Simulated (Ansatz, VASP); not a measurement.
This is a calculation of ZnS (Wurtzite-2H) for VASP 6.6.1.

Contents of INCAR:

```
AGGAC = 1.0 ; AGGAX = 1.0
ALDAC = 0.0 ; ALDAX = 1.0
ALGO = Normal ; EDIFF = 1E-7
ENCUT = 520 ; GGA = B5
ISIF = 2 ; ISMEAR = -1
IVDW = 12 ; LASPH = True
LCHARG = False ; LREAL = False
LWAVE = False ; NBANDS = 26
NELM = 80 ; PREC = Accurate
SIGMA = 0.05 ; VDW_A1 = 0.4298
VDW_A2 = 4.2359 ; VDW_S6 = 1.0
VDW_S8 = 2.6996
```

The input KPOINTS:

```
k-points
0
Gamma
  8 8 5
```

The input POSCAR:

```
ZnS
1.0
    3.7594936861      0.0000000000      0.0000000000
   -1.8797468431      3.2558170375      0.0000000000
    0.0000000000      0.0000000000      6.1497464286
Zn S
2 2
Direct
    0.6666666667      0.3333333333      0.5000000000
    0.3333333333      0.6666666667      0.0000000000
    0.6666666667      0.3333333333      0.8850000000
    0.3333333333      0.6666666667      0.3850000000
```

Potentials or basis: VASP PAW PBE potentials, release 64 (Zn, S).

Command:

```console
$ cat potpaw_PBE.64/Zn/POTCAR potpaw_PBE.64/S/POTCAR > POTCAR
$ mpirun -np 1 vasp_std > vasp.out
```

Set up the same calculation for Ansatz 0.2.0. Potentials there: Ansatz PAW.

As run (the cutoff follows the program's own potentials):

The input input.yaml:

```yaml
crystal:
  lattice:
    - [3.7594936861, 0.0, 0.0]
    - [-1.8797468431, 3.2558170375, 0.0]
    - [0.0, 0.0, 6.1497464286]
  atoms:
    - { symbol: Zn, position: [0.6666666667, 0.3333333333, 0.5] }
    - { symbol: Zn, position: [0.3333333333, 0.6666666667, 0.0] }
    - { symbol: S, position: [0.6666666667, 0.3333333333, 0.885] }
    - { symbol: S, position: [0.3333333333, 0.6666666667, 0.385] }
hamiltonian:
  xc: blyp
  pseudopotentials: { kind: paw }
  dispersion: d3bj
kpoints:
  mp_grid: { grid: [8, 8, 5] }
scf:
  occupations: { method: fermi_dirac, width: 0.05 }
output:
  forces: true
  stress: true
  eigenvalues: true
```

Potentials or basis: Ansatz PAW.

Command:

```bash
$ ansatz run input.yaml --threads 2 --pin off --max-ram 5120MiB --backend cpu --events-out ev --progress --plain --runs-dir out
```

Both were run:

|  | VASP | Ansatz | Ansatz less VASP |
| --- | --- | --- | --- |
| gap on the k mesh at the Fermi level (eV) | 2.47 | 2.43 | -0.036 |
| least direct gap on the mesh (eV) | 2.47 | 2.43 | -0.036 |
| pressure (GPa) | 3.5 | 3.3 | -0.17 |
| largest component of the traceless stress (GPa) | 1.70 | 1.67 | -0.028 |
| rms of the force components (eV/Å) | 0.234 | 0.231 | -0.0027 |
| dispersion energy (meV/atom) | -702.3 | -702.4 | -0.07 |

Atom by atom the forces differ by 0.003 eV/Å (rms over components).

Caveats: the PAW data sets were made with another functional, which shifts forces and pressure a little (VASP); odd divisions of the mesh miss points on the zone boundary, where band edges often lie, so the gap on the mesh can be too wide (Ansatz); the PAW data sets come from PBE, with cores solved anew for the run's functional, which leaves a small shift of forces and pressure (Ansatz). BLYP gaps usually lie below the measured ones, often by a third to a half.
